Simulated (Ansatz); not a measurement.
**From the elastic tensor of Rh at 3 GPa (stress–strain coefficients) to moduli and sound speeds**

Level of theory: DFT PBE, scalar-relativistic, plane waves, PAW (Ansatz 0.2.0). Settings: 420 eV plane-wave cutoff, Γ-centred 18×18×10 mesh, Fermi-Dirac smearing of 0.15 eV. No spin polarisation.

Symmetry: P6_3/mmc, No. 194, hexagonal system. The conventional cell has a = 2.717 Å, b = 2.717 Å, c = 4.377 Å, α = 90.00°, β = 90.00°, γ = 120.00°. Around Rh (site symmetry -6m2) lie 12 Rh at 2.69 to 2.72 Å.

In a metal, frequencies and elastic constants depend on the k mesh and the smearing, soft modes and shear constants most.

Relaxed-ion constants (GPa, on the Cartesian axes of the calculation):
```
433.5 167.5 181.7   0.0   0.0   0.0
167.5 433.5 181.7   0.0   0.0   0.0
181.7 181.7 446.6   0.0   0.0   0.0
  0.0   0.0   0.0  73.6   0.0   0.0
  0.0   0.0   0.0   0.0  73.6   0.0
  0.0   0.0   0.0   0.0   0.0 133.0
```

Density 12.209 g/cm³; 2 atoms in 27.99 Å³.

The values that follow are for a polycrystal of randomly turned grains, by Hill's mean where one number stands.

With S = C⁻¹: B_V = (C11+C22+C33+2(C12+C13+C23))/9, G_V = (C11+C22+C33−C12−C13−C23+3(C44+C55+C66))/15, 1/B_R = S11+S22+S33+2(S12+S13+S23), 15/G_R = 4(S11+S22+S33−S12−S13−S23)+3(S44+S55+S66); Hill is their mean. Then v_l = √((B+4G/3)/ρ), v_t = √(G/ρ), v_m = [(2/v_t³+1/v_l³)/3]^(−1/3) and Θ = (ħ/k_B)·v_m·(6π²n/V)^(1/3) for n atoms in the volume V; E = 9BG/(3B+G), ν = (3B−2G)/(2(3B+G)) and A^U = 5G_V/G_R + B_V/B_R − 6.

```
Bulk modulus, Voigt / Reuss / Hill          : 264.0 / 263.8 / 263.9 GPa
Shear modulus, Voigt / Reuss / Hill         : 108.2 / 99.9 / 104.1 GPa
Young's modulus                             : 276 GPa
Poisson ratio                               : 0.326
Pugh ratio B/G                              : 2.53
Universal anisotropy index                  : 0.42
Longitudinal and transverse sound speeds    : 5743 and 2920 m/s
Debye temperature from the mean sound speed : 404 K
```

This form isn't the element's structure at ambient conditions.

Cost: 1 run of about 4.2 core-minutes, on AMD EPYC 9R45 (Zen 5) (shared hosts).

The anisotropy lies in shear rather than in compression. C33 exceeds C11 only slightly, whereas C44, which slides the close-packed layers over one another, is 73.6 GPa against 133.0 GPa for C66, the shear within those layers. The nearly equal neighbour distances make a simple picture of strong in-plane and weak interlayer bonds unconvincing. More probably, the two shears shift the partly filled 4d bands near the Fermi level differently. The large bulk modulus fits strong d-d bonding, which resists a change of volume far more than a change of shape at constant volume.

The constants satisfy the hexagonal stability conditions, so the lattice resists small homogeneous strains at this pressure. That doesn't make it competitive with the fcc form, nor does it exclude an unstable phonon at finite wavevector. The Pugh ratio points towards ductility, but only as an empirical indicator: plastic flow in an hcp metal depends on the available slip systems and on dislocation mobility, which elastic constants alone don't determine.
